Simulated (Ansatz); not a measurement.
Input and command of a plane-wave DFT calculation in Ansatz:

```yaml
crystal:
  lattice:
    - [0.0, 2.2501759242, 2.2501759242]
    - [2.2501759242, 0.0, 2.2501759242]
    - [2.2501759242, 2.2501759242, 0.0]
  atoms:
    - { symbol: In, position: [0.0, 0.0, 0.0] }
basis:
  ecutwfc: 420
kpoints:
  mp_grid: { grid: [8, 8, 8] }
hamiltonian:
  xc: pbe
scf:
  occupations: { method: gaussian, width: 0.1 }
output:
  forces: true
  stress: true
  eigenvalues: true
relax:
  adjacent_minimum: "off"
  f_tol: 0.05
  max_steps: 60
  cell: { stress_tol: 0.5 }
```

```bash
ansatz run input.yaml --threads 1 --pin off --max-ram 2560MiB --backend cpu --events-out ev --progress --plain --runs-dir out
```

Processor: Arm Neoverse V2, 1 thread, on a host shared with other jobs.

Question: How long does it run, and how much memory does it take?

Answer: About 3.2 s on 1 thread of Arm Neoverse V2 (shared host), peak memory 0.28 GiB. It solves 11 bands at 29 k points (the mesh reduced by the symmetry that the task leaves, which can be less than the crystal's) with about 537 plane waves (on the last cell), in 23 SCF iterations over 5 ionic steps.
